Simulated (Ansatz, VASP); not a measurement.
# KF: VASP beside Ansatz

The input INCAR:

```
ALGO = Normal
EDIFF = 1E-7
ENCUT = 520
GGA = PE
ISIF = 2
ISMEAR = 0
LASPH = T
LCHARG = F
LREAL = F
LWAVE = F
NBANDS = 15
NELM = 100
PREC = Accurate
SIGMA = 0.02
```

The input KPOINTS:

```
k-points
0
Gamma
  8 8 8
```

The input POSCAR:

```
KF
1.0
    0.0000000000      2.7093664282      2.7093664282
    2.7093664282      0.0000000000      2.7093664282
    2.7093664282      2.7093664282      0.0000000000
K F
1 1
Direct
    0.0000000000      0.0000000000      0.0000000000
    0.5000000000      0.5000000000      0.5000000000
```

Input for Ansatz:

```yaml
crystal:
  lattice:
    - [0.0, 2.7093664282, 2.7093664282]
    - [2.7093664282, 0.0, 2.7093664282]
    - [2.7093664282, 2.7093664282, 0.0]
  atoms:
    - { symbol: K, position: [0.0, 0.0, 0.0] }
    - { symbol: F, position: [0.5, 0.5, 0.5] }
basis:
  ecutwfc: 420
kpoints:
  mp_grid: { grid: [8, 8, 8] }
  band_path:
    path:
      - [[0.0, 0.0, 0.0], [0.5, 0.0, 0.5], [0.625, 0.25, 0.625]]
      - [[0.375, 0.375, 0.75], [0.0, 0.0, 0.0], [0.5, 0.5, 0.5], [0.5, 0.25, 0.75], [0.5, 0.0, 0.5]]
    npoints: 14
hamiltonian:
  xc: pbe
scf:
  occupations: { method: gaussian, width: 0.02 }
  n_extra_bands: 6
output:
  forces: true
  stress: true
  eigenvalues: true
  populations: true
  dos: { projected: true, de: 0.02, nscf_kmesh: { grid: [12, 12, 12] } }
  bader: true
  write_density: true
  write_potential: true
  elf: true
  volumetric_format: npy
```

Alike in both runs: task single point; functional PBE; k mesh 8 × 8 × 8; occupations gaussian, width 0.02 eV; no spin polarisation.

|  | VASP | Ansatz |
| --- | --- | --- |
| version | VASP 6.6.1 | Ansatz 0.2.0 |
| potentials or method | VASP PAW PBE potentials, release 64 (K_sv, F) | scalar-relativistic, plane waves, PAW |
| plane-wave cutoff (eV) | 520 | 420 |
| valence electrons in the cell | 16 | 16 |

```csv
,VASP,Ansatz,Ansatz less VASP
gap on the k mesh at the Fermi level (eV),5.95,5.97,+0.015
least direct gap on the mesh (eV),5.95,5.97,+0.015
pressure (GPa),0.0,0.0,-0.01
```

A k mesh can miss the band edges. Expect the measured gap to be larger: semilocal functionals such as PBE lack the derivative discontinuity.
